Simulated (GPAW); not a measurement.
The system is AlRu.

```
Ru Al
1.0
     2.99160    0.00000    0.00000
     0.00000    2.99160    0.00000
     0.00000    0.00000    2.99160
Ru Al
1 1
Direct
  0.50000 0.50000 0.50000
  0.00000 0.00000 0.00000
```

Base run:

| Property | Result |
| --- | --- |
| Program | GPAW 26.7.0 |
| Functional | BLYP |
| Potentials or basis | PAW data sets generated in the run's folder for this functional |
| Cutoff | 600 eV |
| Basis | pw |
| k mesh | 9 × 9 × 9 |
| Occupations | fermi-dirac, width 0.05 eV |
| Spin | no spin polarisation |

Its results: pressure 9.3 GPa.

**Question.** After a change of settings the same cell gave: pressure -3.2 GPa. Which change was it?
A. functional from BLYP to r2SCAN; potentials or basis from PAW data sets generated in the run's folder for this functional to GPAW PAW data sets (gpaw-data 1.2.1)
B. functional from BLYP to AM05
C. functional from BLYP to revPBE; potentials or basis from PAW data sets generated in the run's folder for this functional to the program's PAW data sets (release 1.2.1) made for this functional
D. functional from BLYP to LDA; potentials or basis from PAW data sets generated in the run's folder for this functional to the program's PAW data sets (release 1.2.1) made for this functional

**Answer.** B.

AM05 binds more tightly than BLYP, so the same cell stands under less pressure.

Runs at the PBE level aren't shown here.
